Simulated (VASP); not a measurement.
# How a change of volume changes BN (F-43m), part 2 of 3

Strain engineering needs slopes: what does a change of volume do to the lattice and the band edges of BN?

VASP 6.6.1, plane waves and PAW; the level of theory is named at each step.

So far: The structure; Relax the crystal, LDA; Relax at fixed volume, LDA.

## Step 4: Dielectric response, LDA

Linear response gives the dielectric tensors, Born charges and zone-centre modes.

Level: LDA; plane waves and PAW (B, N).

Input file INCAR:

```
SYSTEM = BN
PREC = Accurate
ENCUT = 600
EDIFF = 1E-08
NELM = 120
ISMEAR = 0
SIGMA = 0.02
LREAL = .FALSE.
ALGO = Normal
GGA = CA
NBANDS = 10
LASPH = .TRUE.
LWAVE = .FALSE.
LCHARG = .FALSE.
KPAR = 4
LEPSILON = .TRUE.
IBRION = 8
NSW = 1
```

Input file POSCAR:

```
BN
1.0
    0.0000000000      1.8177889142      1.8177889142
    1.8177889142      0.0000000000      1.8177889142
    1.8177889142      1.8177889142      0.0000000000
B N
1 1
Direct
    0.0000000000      0.0000000000      0.0000000000
    0.2500000000      0.2500000000      0.2500000000
```

Input file KPOINTS:

```
Automatic mesh
0
Gamma
10 10 10
0 0 0
```

The projector-augmented-wave data sets are B and N (LDA family, release 64).

Started as:

```sh
mpirun -np 4 vasp_std
```

What it wrote:

```text
[... set-up lines as in an earlier step ...]
 entering main loop
       N       E                     dE             d eps       ncg     rms          rms(c)
DAV:   1     0.105093950834E+02    0.10509E+02   -0.54756E+03   972   0.884E+02
DAV:   2    -0.200233286993E+02   -0.30533E+02   -0.29797E+02  1210   0.170E+02
DAV:   3    -0.204895260060E+02   -0.46620E+00   -0.46550E+00  1120   0.182E+01
DAV:   4    -0.204900276509E+02   -0.50164E-03   -0.50163E-03  1020   0.743E-01
[...]
DAV:  11    -0.193904782039E+02   -0.51502E-06   -0.21588E-06  1042   0.104E-02    0.645E-03
DAV:  12    -0.193904781187E+02    0.85189E-07   -0.60527E-07  1046   0.481E-03    0.200E-04
DAV:  13    -0.193904781195E+02   -0.74482E-09   -0.91392E-09   576   0.980E-04
   1 F= -.19390478E+02 E0= -.19390478E+02  d E =-.687560E-51
 Linear response reoptimize wavefunctions to high precision
DAV:   1    -0.193904781194E+02    0.46214E-10   -0.22770E-10   660   0.189E-04
 Linear response G [H, r] |phi>, progress :
  Direction:   1
       N       E                     dE             d eps       ncg     rms
RMM:   1    -0.371400272990E+02   -0.37140E+02   -0.26663E+01  2160   0.507E+01
RMM:   2    -0.320595003724E+02    0.50805E+01   -0.10010E+00  1505   0.899E+00
RMM:   3    -0.320631253316E+02   -0.36250E-02    0.32536E-04  1609   0.378E-01
RMM:   4    -0.320633433554E+02   -0.21802E-03    0.18553E-04  1648   0.225E-02
[...]
RMM:   8    -0.320633627634E+02   -0.13920E-07   -0.70017E-08  1164   0.652E-04
RMM:   9    -0.320633627217E+02    0.41700E-07    0.30549E-07  1074   0.646E-04
RMM:  10    -0.320633627628E+02   -0.41071E-07   -0.50312E-08   955   0.652E-04
 Linear response G [H, r] |phi>, progress :
  Direction:   2
       N       E                     dE             d eps       ncg     rms
RMM:   1    -0.350680556527E+02   -0.35068E+02   -0.25128E+01  2177   0.483E+01
RMM:   2    -0.325799996485E+02    0.24881E+01   -0.64231E-01  1504   0.762E+00
RMM:   3    -0.325846148688E+02   -0.46152E-02    0.94907E-04  1611   0.322E-01
RMM:   4    -0.325848254723E+02   -0.21060E-03    0.17783E-04  1678   0.199E-02
RMM:   5    -0.325848427945E+02   -0.17322E-04    0.10282E-05  1634   0.226E-03
RMM:   6    -0.325848440098E+02   -0.12153E-05   -0.18422E-06  1412   0.105E-03
RMM:   7    -0.325848439799E+02    0.29884E-07   -0.47662E-06  1183   0.963E-04
RMM:   8    -0.325848439919E+02   -0.12040E-07   -0.47328E-06  1196   0.966E-04
RMM:   9    -0.325848439921E+02   -0.19947E-09   -0.46688E-06  1146   0.962E-04
 Linear response G [H, r] |phi>, progress :
  Direction:   3
       N       E                     dE             d eps       ncg     rms
RMM:   1    -0.253884535250E+02   -0.25388E+02    0.73577E+01  2029   0.508E+01
RMM:   2    -0.237585162488E+02    0.16299E+01   -0.99675E-01  1489   0.851E+00
[...]
RMM:   9    -0.127302471793E+00    0.71527E-08   -0.24094E-10  2940   0.510E-05    0.204E-06
 change of polarisation eV/A/(eV/A) component  2 :     0.038     0.240     0.027
 dielectric tensor                  component  2 :     0.571     4.609     0.406
 Linear response to external field, progress :
  Direction:   3
       N       E                     dE             d eps       ncg     rms          rms(c)
RMM:   1    -0.124584744353E+00   -0.12458E+00   -0.38288E-01  7688   0.189E+00
RMM:   2    -0.125075018974E+00   -0.49027E-03   -0.30885E-04  5523   0.144E-01    0.598E-01
RMM:   3    -0.122670089382E+00    0.24049E-02   -0.10007E-03  5393   0.243E-01    0.351E-01
RMM:   4    -0.126805005599E+00   -0.41349E-02   -0.15035E-03  5563   0.298E-01    0.366E-02
RMM:   5    -0.127275815611E+00   -0.47081E-03   -0.15817E-05  5650   0.320E-02    0.440E-03
RMM:   6    -0.127292399091E+00   -0.16583E-04   -0.37188E-08  5756   0.184E-03    0.228E-03
RMM:   7    -0.127302244350E+00   -0.98453E-05   -0.92689E-09  5708   0.907E-04    0.105E-04
RMM:   8    -0.127302479200E+00   -0.23485E-06   -0.10576E-10  3645   0.511E-05    0.292E-05
RMM:   9    -0.127302472082E+00    0.71187E-08   -0.33288E-10  2944   0.511E-05    0.204E-06
 change of polarisation eV/A/(eV/A) component  3 :     0.031     0.045     0.240
 dielectric tensor                  component  3 :     0.462     0.675     4.609
 Linear response DOF=           2
 Linear response progress:
  Degree of freedom:   1/  2
       N       E                     dE             d eps       ncg     rms          rms(c)
RMM:   1    -0.408305818136E-01   -0.40831E-01   -0.23360E-02  8588   0.134E+00
RMM:   2    -0.357810906741E-01    0.50495E-02   -0.21286E-03  5241   0.240E-01    0.138E-01
RMM:   3    -0.356426854965E-01    0.13841E-03   -0.40125E-04  5463   0.714E-02    0.779E-02
RMM:   4    -0.358925653738E-01   -0.24988E-03   -0.36533E-04  5424   0.814E-02    0.731E-03
[...]
RMM:   9    -0.358515976689E-01    0.49933E-07   -0.10717E-07  5838   0.468E-05    0.889E-07
RMM:  10    -0.358516010593E-01   -0.33904E-08   -0.14632E-07  3791   0.400E-05    0.337E-07
RMM:  11    -0.358516009286E-01    0.13068E-09   -0.15827E-07  3180   0.399E-05    0.173E-08
 first order change of Fermi-energy  -0.51086E-04
 force on displaced ion       1 direction 1 : -22.957  -0.000  -0.000
 Born effective charge ion    1 direction 1 :   1.895   0.000   0.000
 Linear response progress:
  Degree of freedom:   2/  2
       N       E                     dE             d eps       ncg     rms          rms(c)
RMM:   1    -0.228494464650E+00   -0.22849E+00    0.11122E-01  6934   0.331E+00
RMM:   2    -0.223274613967E+00    0.52199E-02   -0.19007E-03  5259   0.442E-01    0.220E-01
RMM:   3    -0.224262503097E+00   -0.98789E-03   -0.31990E-04  5081   0.151E-01    0.120E-01
RMM:   4    -0.226206799637E+00   -0.19443E-02   -0.31439E-04  4919   0.147E-01    0.224E-02
[...]
RMM:   8    -0.226259083285E+00    0.18114E-06    0.49242E-08  5758   0.104E-04    0.193E-05
RMM:   9    -0.226259032005E+00    0.51280E-07    0.36713E-08  5909   0.101E-04    0.102E-06
RMM:  10    -0.226259031951E+00    0.54413E-10    0.47357E-08  4577   0.870E-05    0.415E-07
 first order change of Fermi-energy   0.25085E-03
 force on displaced ion       2 direction 1 : -22.961   0.000   0.000
 Born effective charge ion    2 direction 1 :  -1.895   0.000   0.000
 Born effective charges drift removed
 Linear response finished
```

Run time: 21 s. Hardware: 4 MPI ranks of Intel Xeon 6975P-C (Granite Rapids), shared host; peak memory 0.66 GiB; 81 s of CPU time.

Parts of OUTCAR (step 4):

```text
  LATTYP: Found a face centered cubic cell.
 ALAT       =     3.6355778284

 Subroutine GETGRP returns: Found 24 space group operations
 (whereof 24 operations were pure point group operations)

The static configuration has the point symmetry T_d .

 Found     47 irreducible k-points:

   k-points           NKPTS =     47   k-points in BZ     NKDIM =     47   number of bands    NBANDS=     10

   dimension x,y,z NGX =    24 NGY =   24 NGZ =   24
   dimension x,y,z NGXF=    48 NGYF=   48 NGZF=   48

   ENCUT  =  600.0 eV  44.10 Ry    6.64 a.u.   5.13  5.13  5.13*2*pi/ulx,y,z

   NELECT =       8.0000    total number of electrons

  Total       -1.2258019     -1.2258019     -1.2258019      0.0000000      0.0000000      0.0000000
  in kB     -163.4822253   -163.4822253   -163.4822253      0.0000000      0.0000000      0.0000000
  external PRESSURE =    -163.4822253 kB  Pullay stress =       0.0000000 kB

 POSITION                                       TOTAL-FORCE (eV/Angst)
 -----------------------------------------------------------------------------------
      0.00000      0.00000      0.00000         0.000000      0.000000      0.000000
      0.90889      0.90889      0.90889        -0.000000     -0.000000     -0.000000
 -----------------------------------------------------------------------------------
    total drift:                               -0.000000     -0.000000     -0.000000

 MACROSCOPIC STATIC DIELECTRIC TENSOR (including local field effects in DFT)
 ------------------------------------------------------
           4.609372    -0.000000     0.000000
          -0.000000     4.609372    -0.000000
          -0.000000    -0.000000     4.609372
 ------------------------------------------------------

 PIEZOELECTRIC TENSOR (including local field effects)  for field in x, y, z        (C/m^2)
          XX          YY          ZZ          XY          YZ          ZX
  --------------------------------------------------------------------------------
  x     0.00000     0.00000    -0.00000     0.00000    -1.02744     0.00000
  y     0.00000    -0.00000    -0.00000     0.00000     0.00000    -1.02744
  z    -0.00000     0.00000    -0.00000    -1.02744     0.00000     0.00000

 BORN EFFECTIVE CHARGES (including local field effects) (in |e|, cummulative output)
 ---------------------------------------------------------------------------------
 ion    1
    1     1.89463     0.00000     0.00000
    2    -0.00000     1.89463    -0.00000
    3    -0.00000     0.00000     1.89463
 ion    2
    1    -1.89463     0.00000     0.00000
    2     0.00000    -1.89463     0.00000
    3     0.00000     0.00000    -1.89463

 Eigenvectors and eigenvalues of the dynamical matrix
 ----------------------------------------------------

   1 f  =   30.327909 THz   190.555871 2PiTHz 1011.630148 cm-1   125.426096 meV
             X         Y         Z           dx          dy          dz
      0.000000  0.000000  0.000000     0.000000    0.751159    0.000000
      0.908894  0.908894  0.908894     0.000000   -0.660121    0.000000

   2 f  =   30.327909 THz   190.555871 2PiTHz 1011.630148 cm-1   125.426096 meV
             X         Y         Z           dx          dy          dz
      0.000000  0.000000  0.000000     0.751159    0.000000    0.000000
      0.908894  0.908894  0.908894    -0.660121    0.000000    0.000000

   3 f  =   30.327909 THz   190.555871 2PiTHz 1011.630148 cm-1   125.426096 meV
             X         Y         Z           dx          dy          dz
      0.000000  0.000000  0.000000     0.000000    0.000000    0.751159
      0.908894  0.908894  0.908894     0.000000    0.000000   -0.660121

   4 f/i=    0.001311 THz     0.008240 2PiTHz    0.043746 cm-1     0.005424 meV
             X         Y         Z           dx          dy          dz
      0.000000  0.000000  0.000000    -0.660121    0.000000    0.000000
      0.908894  0.908894  0.908894    -0.751159    0.000000    0.000000

   5 f/i=    0.001311 THz     0.008240 2PiTHz    0.043746 cm-1     0.005424 meV
             X         Y         Z           dx          dy          dz
      0.000000  0.000000  0.000000     0.000000   -0.660121    0.000000
      0.908894  0.908894  0.908894     0.000000   -0.751159    0.000000

   6 f/i=    0.001311 THz     0.008240 2PiTHz    0.043746 cm-1     0.005424 meV
             X         Y         Z           dx          dy          dz
      0.000000  0.000000  0.000000     0.000000    0.000000   -0.660121
      0.908894  0.908894  0.908894     0.000000    0.000000   -0.751159

 MACROSCOPIC STATIC DIELECTRIC TENSOR IONIC CONTRIBUTION
 ------------------------------------------------------
           2.355064     0.000000     0.000000
           0.000000     2.355064    -0.000000
           0.000000    -0.000000     2.355064
 ------------------------------------------------------

 ELASTIC MODULI CONTR FROM IONIC RELAXATION (kBar)
 Direction    XX          YY          ZZ          XY          YZ          ZX
 --------------------------------------------------------------------------------
 XX          -0.0000     -0.0000     -0.0000      0.0000      0.0000      0.0000
 YY          -0.0000     -0.0000     -0.0000      0.0000      0.0000      0.0000
 ZZ          -0.0000     -0.0000     -0.0000      0.0000      0.0000      0.0000
 XY           0.0000      0.0000      0.0000     -1.5786     -0.0000      0.0000
 YZ           0.0000      0.0000      0.0000     -0.0000     -1.5786     -0.0000
 ZX           0.0000      0.0000      0.0000      0.0000     -0.0000     -1.5786
 --------------------------------------------------------------------------------

 PIEZOELECTRIC TENSOR IONIC CONTR  for field in x, y, z        (C/m^2)
          XX          YY          ZZ          XY          YZ          ZX
  --------------------------------------------------------------------------------
  x    -0.00000    -0.00000    -0.00000     0.00000     0.05737     0.00000
  y    -0.00000    -0.00000    -0.00000    -0.00000     0.00000     0.05737
  z    -0.00000    -0.00000    -0.00000     0.05737     0.00000    -0.00000

[... 1 part as in an earlier step ...]

[... 3 further parts left out ...]
```

CONTCAR:

```
BN
   1.00000000000000
     0.0000000000000000    1.8177889142000001    1.8177889142000001
     1.8177889142000001    0.0000000000000000    1.8177889142000001
     1.8177889142000001    1.8177889142000001    0.0000000000000000
  B               N
     1     1
Direct
     0.0000000000000000    0.0000000000000000    0.0000000000000000
     0.2500000000000000    0.2500000000000000    0.2500000000000000
```

Numbers from this step:

| Property | Result |
| --- | --- |
| ε∞, diagonal | 4.61, 4.61, 4.61 |

## Step 5: Band edges, TB-mBJ

Short lines in KPOINTS_OPT sample the zone centre, for masses, and the other valleys.

Level: TB-mBJ; plane waves and PAW (B, N).

TB-mBJ has no energy functional, so the total energy, stress and pressure in this output mean nothing.

Input file INCAR:

```
SYSTEM = BN
PREC = Accurate
ENCUT = 600
EDIFF = 1E-06
NELM = 150
ISMEAR = 0
SIGMA = 0.02
LREAL = .FALSE.
ALGO = Normal
METAGGA = MBJ
LASPH = .TRUE.
NBANDS = 9
LWAVE = .FALSE.
LCHARG = .FALSE.
KPAR = 4
```

POSCAR is that of step 4.

Input file KPOINTS:

```
Automatic mesh
0
Gamma
11 11 11
0 0 0
```

Input file KPOINTS_OPT:

```
Line mode
6
Line-mode
Reciprocal
  0.00000000   0.00000000   0.00000000
  0.01446550   0.01446550   0.00000000

  0.00000000   0.00000000   0.00000000
  0.00000000  -0.01446550  -0.01446550

  0.31000000   0.31000000   0.00000000
  0.50000000   0.50000000   0.00000000

  0.00000000   0.31000000   0.31000000
  0.00000000   0.50000000   0.50000000

  0.45000000   0.45000000   0.45000000
  0.50000000   0.50000000   0.50000000

  0.45000000   0.00000000   0.00000000
  0.50000000   0.00000000   0.00000000

  0.42500000   0.42500000   0.00000000
  0.42500000   0.43946550   0.01446550

  0.50000000   0.50000000   0.50000000
  0.48977134   0.51022866   0.50000000
```

Started as:

```sh
mpirun -np 4 vasp_std
```

What it wrote:

```text
[banner, memory and clock lines left out]
running    4 mpi-ranks, on    1 nodes
[...]
|                                                                             |
|               ----> ADVICE to this user running VASP <----                  |
|                                                                             |
|     You enforced a specific xc type in the INCAR file but a different       |
|     [... a line on the potential file left out ...]
|     I HOPE YOU KNOW WHAT YOU ARE DOING!                                     |
|                                                                             |

 LDA part: xc-table for (None), standard interpolation
 POSCAR, INCAR and KPOINTS ok, starting setup
[...]
entering main loop
       N       E                     dE             d eps       ncg     rms          rms(c)
DAV:   1     0.770249238258E+01    0.77025E+01   -0.55986E+03  1048   0.993E+02
DAV:   2    -0.208928626504E+02   -0.28595E+02   -0.27430E+02  1324   0.165E+02
DAV:   3    -0.212711216301E+02   -0.37826E+00   -0.37763E+00  1131   0.179E+01
DAV:   4    -0.212715989999E+02   -0.47737E-03   -0.47736E-03  1083   0.718E-01
[...]
DAV:  38    -0.186983497430E+02    0.16808E-05   -0.29155E-12   504   0.144E-05    0.236E-06
DAV:  39    -0.186983484326E+02    0.13103E-05   -0.10336E-12   504   0.942E-06    0.933E-07
DAV:  40    -0.186983481149E+02    0.31778E-06   -0.11301E-14   504   0.527E-06
   1 F= -.18698348E+02 E0= -.18698348E+02  d E =-.640049E-23
 Start KPOINTS_OPT (optional k-point list driver)
k-point batch [1-48\48]
       N       E                     dE             ncg
DAV:   1     0.189589470913E+04   -0.13356E+05      904
DAV:   2     0.238381622509E+03   -0.16575E+04     1089
DAV:   3     0.223794358228E+03   -0.14587E+02     1008
DAV:   4     0.223781537667E+03   -0.12821E-01      967
DAV:   5     0.223781524280E+03   -0.13387E-04      995
DAV:   6     0.223781524260E+03   -0.19793E-07      875
```

The job ended after 8.6 s (4 MPI ranks; peak memory 0.53 GiB).

Parts of OUTCAR (step 5):

```text
  Total       -6.5261724     -6.5261724     -6.5261724      0.0000000      0.0000000     -0.0000000
  in kB     -870.3797511   -870.3797511   -870.3797511      0.0000000      0.0000000     -0.0000000
  external PRESSURE =    -870.3797511 kB  Pullay stress =       0.0000000 kB

  FREE ENERGIE OF THE ION-ELECTRON SYSTEM (eV)
  ---------------------------------------------------
  free  energy   TOTEN  =       -18.6983481149 eV

  energy  without entropy=      -18.6983481149  energy(sigma->0) =      -18.69834811

[... 2 parts as in an earlier step ...]

[... 2 further parts left out ...]
[key lines of the parts left out:]
E-fermi :   7.4014
```

## Step 6: Band edges, r2SCAN

Short lines in KPOINTS_OPT sample the zone centre, for masses, and the other valleys.

Level: r2SCAN; plane waves and PAW (B, N).

Changes to INCAR since step 5:

```diff
@@ -4,3 +4,3 @@
 EDIFF = 1E-06
-NELM = 150
+NELM = 100
 ISMEAR = 0
@@ -9,3 +9,3 @@
 ALGO = Normal
-METAGGA = MBJ
+METAGGA = R2SCAN
 LASPH = .TRUE.
```

POSCAR is that of step 5.

KPOINTS is that of step 5.

KPOINTS_OPT is that of step 5.

Started as:

```sh
mpirun -np 4 vasp_std
```

What it wrote:

```text
[banner, memory and clock lines left out]
running    4 mpi-ranks, on    1 nodes
[...]
[... a notice as in an earlier step ...]

 LDA part: xc-table for (None), standard interpolation
 POSCAR, INCAR and KPOINTS ok, starting setup
[...]
entering main loop
       N       E                     dE             d eps       ncg     rms          rms(c)
DAV:   1    -0.110373920101E+02   -0.11037E+02   -0.56416E+03  1048   0.100E+03
DAV:   2    -0.401190431829E+02   -0.29082E+02   -0.27898E+02  1329   0.170E+02
DAV:   3    -0.405005196424E+02   -0.38148E+00   -0.38080E+00  1142   0.182E+01
DAV:   4    -0.405010126617E+02   -0.49302E-03   -0.49301E-03  1110   0.740E-01
[...]
DAV:  10    -0.372566314231E+02   -0.68914E-04   -0.30170E-04  1039   0.161E-01    0.303E-02
DAV:  11    -0.372566322483E+02   -0.82524E-06   -0.48657E-05  1050   0.610E-02    0.797E-03
DAV:  12    -0.372566327619E+02   -0.51361E-06   -0.10421E-06   551   0.106E-02
   1 F= -.37256633E+02 E0= -.37256633E+02  d E =-.260089E-23
 Start KPOINTS_OPT (optional k-point list driver)
k-point batch [1-48\48]
       N       E                     dE             ncg
DAV:   1     0.174291493341E+04   -0.13509E+05      912
DAV:   2     0.113389974716E+03   -0.16295E+04     1071
DAV:   3     0.971730352860E+02   -0.16217E+02     1034
DAV:   4     0.971595695423E+02   -0.13466E-01      948
DAV:   5     0.971595587197E+02   -0.10823E-04      977
DAV:   6     0.971595587053E+02   -0.14366E-07      876
```

Wall time 7.8 s (4 MPI ranks); peak memory 0.53 GiB; 29 s of CPU time.

From OUTCAR (step 6):

```text
  Total       -0.5828126     -0.5828126     -0.5828126      0.0000000      0.0000000      0.0000000
  in kB      -77.7283004    -77.7283004    -77.7283004      0.0000000      0.0000000      0.0000000
  external PRESSURE =     -77.7283004 kB  Pullay stress =       0.0000000 kB

  FREE ENERGIE OF THE ION-ELECTRON SYSTEM (eV)
  ---------------------------------------------------
  free  energy   TOTEN  =       -37.2566327619 eV

  energy  without entropy=      -37.2566327619  energy(sigma->0) =      -37.25663276

[... 3 parts as in an earlier step ...]

[... 1 further part left out ...]
[key lines of the parts left out:]
E-fermi :   7.3863
```

Read from the output:

* energy(sigma→0) of the program: -37.2566 eV
* stress, compression positive: xx, yy, zz -7.77, -7.77, -7.77 GPa

The run ends at a pressure of -7.77 GPa.

(Part 2 of 3 ends here.)

[Lines on the potential files, build, host, timing and source positions are cut from VASP's logs without a mark.]

[Logs are printed without paths, hosts, clocks, repeated set-up lines and the standing remarks that a program may print on its own settings, such as how far it seeks lower states.]

[Hosts, paths, dates, database ids (printed as entryN), source tags and the programs' standing remarks are cut or masked in the printed files.]

[In band tables of VASP the shares of atoms and orbitals are scaled to a sum of 1 inside the atoms' spheres.]
